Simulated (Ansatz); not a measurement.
Structures of PbO2: which is lowest?

Plane-wave DFT in Ansatz with scalar-relativistic PAW potentials, cutoff 420 eV, Γ-centred meshes chosen by cell and gap, Gaussian smearing with energies taken to zero width. Every cell was relaxed (cell and atoms) in a run of its own, within the symmetry of its start. Functional: PBE+D3(BJ).

Relaxed structures (starts from databases or built by putting these elements on another compound's sites):
A. R-3m, 3 atoms in the computed cell, a = 3.481 Å, c = 11.872 Å; sites (symmetry × multiplicity) Pb -3m × 3, O 3m × 6; start: built
B. P4_2/mnm, 6 atoms in the computed cell, a = 5.028 Å, c = 3.442 Å; sites (symmetry × multiplicity) Pb m.mm × 2, O m.2m × 4; start: database

Problem. Rank them by energy. Could pressure change the order?

Solution.
| structure | group | E − E(lowest) (meV/atom) | V (Å³/atom) | gap on mesh (eV) |
| --- | --- | --- | --- | --- |
| B | P4_2/mnm | 0.0 | 14.50 | 0.08 |
| A | R-3m | 80 | 13.84 | 0.00 |

B is lowest, 80 meV/atom under A. A is denser by 0.67 Å³/atom, so pressure favours it: ΔE/ΔV, with ΔE in eV and 1 eV/Å³ = 160.2 GPa, gives about 19 GPa for equal enthalpy if both cells were rigid; at such pressures compression changes ΔV much, so this is a scale only. Other structures may lie lower than all of these, and vibrations aren't counted.

Spin-orbit coupling is left out, which matters for the bands of heavy elements. For Tl, Pb and Bi spin-orbit coupling shifts energies too.